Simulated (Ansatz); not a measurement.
ZnO: course of a relaxation

All numbers below come from Ansatz, DFT r2SCAN, scalar-relativistic, plane waves, PAW. Run with 500 eV cutoff, 12×12×6 k-mesh, Gaussian smearing of 0.02 eV, no spin polarisation.

What was changed: biaxial strain in the a-b plane, c and atoms relaxed: -2.0 %.

Command:

```bash
ansatz run input.yaml --threads 1 --pin off --max-ram 2560MiB --backend cpu --events-out ev --progress --plain --runs-dir out
```

Input:

```yaml
crystal:
  lattice:
    - [3.170171831, 0.0, 0.0]
    - [-1.5850859155, 2.74544934, 0.0]
    - [0.0, 0.0, 5.2748592767]
  atoms:
    - { symbol: Zn, position: [0.6666666667, 0.3333333333, 0.5004294475] }
    - { symbol: Zn, position: [0.3333333333, 0.6666666667, 0.0004294475] }
    - { symbol: O, position: [0.6666666667, 0.3333333333, 0.8798805525] }
    - { symbol: O, position: [0.3333333333, 0.6666666667, 0.3798805525] }
basis:
  ecutwfc: 500
kpoints:
  mp_grid: { grid: [12, 12, 6] }
hamiltonian:
  xc: r2scan
scf:
  occupations: { method: gaussian, width: 0.02 }
output:
  forces: true
  stress: true
  eigenvalues: true
relax:
  adjacent_minimum: "off"
  f_tol: 0.008
  max_steps: 40
  cell: { stress_tol: 0.015, fix: [a, b, gamma] }
```

F is the free energy. Steps run on the plane waves of an earlier cell, but the last one, and at times one on the way, on a freshly chosen basis, so a repeated geometry can differ a little in energy. The held parts of the cell keep their stress, so P needn't end at zero.

At step 3 the energy rises: a step can overshoot before the optimiser corrects it.

Steps:

| step | F − F(1) (eV) | largest force component (eV/Å) | V (Å³/atom) | P (GPa) |
| --- | --- | --- | --- | --- |
| 1 | 0.0000 | 0.306 | 11.477 | 4.82 |
| 2 | -0.0056 | 0.258 | 11.508 | 4.27 |
| 3 | 0.0127 | 0.407 | 11.356 | 6.40 |
| 4 | -0.0163 | 0.008 | 11.571 | 3.02 |
| 5 | -0.0163 | 0.000 | 11.566 | 3.08 |
| 6 | -0.0165 | 0.000 | 11.566 | 3.08 |
| 7 | -0.0165 | 0.000 | 11.567 | 3.07 |
| 8 | -0.0165 | 0.000 | 11.567 | 3.07 |

Relaxed structure:

```yaml
crystal:
  lattice:
    - [3.17017, 0.00000, 0.00000]
    - [-1.58509, 2.74545, 0.00000]
    - [0.00000, 0.00000, 5.31589]
  atoms:
    - { symbol: Zn, position: [0.66667, 0.33333, 0.50553] }
    - { symbol: Zn, position: [0.33333, 0.66667, 0.00553] }
    - { symbol: O, position: [0.66667, 0.33333, 0.87478] }
    - { symbol: O, position: [0.33333, 0.66667, 0.37478] }
```

It takes space group P6_3mc (No. 186, hexagonal). Conventional cell: a = 3.170 Å, b = 3.170 Å, c = 5.316 Å, α = 90.00°, β = 90.00°, γ = 120.00°. Around Zn (site symmetry 3m) lie 4 O at 1.96 Å. O (site symmetry 3m) has 4 Zn at 1.96 Å as nearest neighbours.

The run converged. The run took 3.3 min on 1 thread of Intel(R) Xeon(R) Platinum 8259CL CPU @ 2.50GHz (Skylake/Cascade Lake) (shared host), peak memory 0.56 GiB.